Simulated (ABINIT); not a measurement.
The system is ZnS (Wurtzite-2H).

```
Zn S
1.0
     3.81100    0.00000    0.00000
    -1.90550    3.30042    0.00000
     0.00000    0.00000    6.23400
Zn S
2 2
Direct
  0.66667 0.33333 0.50000
  0.33333 0.66667 0.00000
  0.66667 0.33333 0.88500
  0.33333 0.66667 0.38500
```

Program: ABINIT 10.8.3 (patched build). Alike in all runs: task single point; potentials or basis JTH PAW PBE v2.0; no spin polarisation; cell as given; k mesh 8 × 8 × 5; cutoff (eV) 707; smearing fermi-dirac 0.05 eV.

Question: Order these runs on this cell by their band gap on the k mesh, lowest first.
A. level LDA
B. level r2SCAN
C. level RPBE
D. level BLYP

Answer: A (1.98 eV), D (2.22 eV), C (2.40 eV), B (2.80 eV).
